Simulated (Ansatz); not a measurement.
A run of Ansatz 0.2.0:

File input.yaml:

```yaml
crystal:
  lattice:
    - [2.4719999032, 0.0, 0.0]
    - [-1.2359999516, 2.1408147143, 0.0]
    - [0.0, 0.0, 4.02114408]
  atoms:
    - { symbol: Co, position: [0.664846, 0.312703, 0.742733], spin: 2.0 }
    - { symbol: Co, position: [0.343336, 0.652887, 0.240112], spin: 2.0 }
hamiltonian:
  xc: pbesol
  pseudopotentials: { kind: paw }
magnetization:
  spin_polarized: true
kpoints:
  mp_grid: { grid: [12, 12, 7] }
scf:
  occupations: { method: fermi_dirac, width: 0.05 }
output:
  forces: true
  stress: true
  eigenvalues: true
  write_density: true
  write_potential: true
  elf: true
  volumetric_format: npy
```

Potentials or basis: Ansatz PAW.

The run is started by

```console
$ ansatz run input.yaml --threads 2 --pin off --max-ram 5632MiB --backend cpu --events-out ev --progress --plain --runs-dir out
```

Hardware: 2 threads of Intel(R) Xeon(R) Platinum 8375C CPU @ 2.90GHz (Ice Lake), with other jobs on the host.

Question: Estimate the wall time of this run.

Answer: It took 19 s on 2 threads of Intel(R) Xeon(R) Platinum 8375C CPU @ 2.90GHz (Ice Lake) (shared host), peak memory 0.72 GiB. Counts: scf iterations 11, plane waves 391, k points 506, bands 23.
